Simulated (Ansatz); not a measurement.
Mo: strain energy, fitted

Mo, Im-3m, a = 3.150 Å. Ansatz: r2SCAN, PAW, 500 eV, Γ-centred 16×16×16 mesh on 2 atoms, Gaussian smearing 0.10 eV; no spin polarisation. Series: uniaxial strain along c, with a, b and atoms relaxed; x is the strain in per cent. y is the free energy over the unstrained cell, V0 = 15.634 Å³/atom.

```
x (%) y (meV/atom)
 -6.0         79.64
 -4.0             ?
 -2.0          8.36
  0.0          0.00
  2.0          7.79
  4.0         29.71
  6.0         63.60
```

**Question.** Fit y = c2 x² + c3 x³ to the other rows, turn c2 into a modulus, and predict the missing energy.

**Answer.** Least squares on the rows shown. y = 1.9911 x² − 0.036978 x³. In eV per unit strain² c2 is 19.91; this is Young's modulus along the axis (E = ½ Y V0 ε²): 2 × 19.91 × 160.2 / (15.634) = 408 GPa. At x = -4.0 the fit asked for gives 34.22 meV/atom. The run gave 34.40 meV/atom, so the fit is 0.18 meV/atom too low, within twice the rms miss on the fitted rows (0.13 meV/atom).